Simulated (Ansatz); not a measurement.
One input, then a changed one: Re (beta tin type)

First run: DFT, PBE, norm-conserving pseudopotentials, Ansatz's default files, scalar-relativistic (Ansatz 0.2.0).

Command: `ansatz run input.yaml --threads 1 --pin off --max-ram 2048MiB --backend cpu --events-out ev --progress --plain --runs-dir out` It took 29 s on 1 thread of Arm Neoverse V1, on a shared host, peak memory 0.48 GiB.

```yaml
crystal:
  lattice:
    - [-1.9197941982, 1.9197941982, 1.0083271605]
    - [1.9197941982, -1.9197941982, 1.0083271605]
    - [1.9197941982, 1.9197941982, -1.0083271605]
  atoms:
    - { symbol: Re, position: [-0.375, -0.125, -0.25] }
    - { symbol: Re, position: [0.375, 0.125, 0.25] }
kpoints:
  mp_grid: { grid: [18, 18, 18] }
scf:
  occupations: { method: fermi_dirac, width: 0.1 }
hamiltonian:
  xc: pbe
  pseudopotentials: { kind: nc }
output:
  forces: true
  stress: true
  eigenvalues: true
```

The cell comes from a relaxation on PAW files under the same functional, begun from a prototype that needn't be the stable phase.

This run: volume at 0.45 of the series' base cell.

It converges in 6 SCF iterations at a pressure of 1213 GPa, cutoff 980 eV.

The input is then changed:

```diff
   occupations: { method: fermi_dirac, width: 0.1 }
+  mixing: { preconditioner: kerker }
 hamiltonian:
   pseudopotentials: { kind: nc }
+  hubbard: { sites: [{ species: Re, l: d, u_eff: 4.0 }], double_counting: fll }
 output:
```

Q: Predict the outcome of the changed run.

A: It converges in 6 SCF iterations at a pressure of 1202 GPa, cutoff 980 eV. More than one line changes, and not each need have an effect.
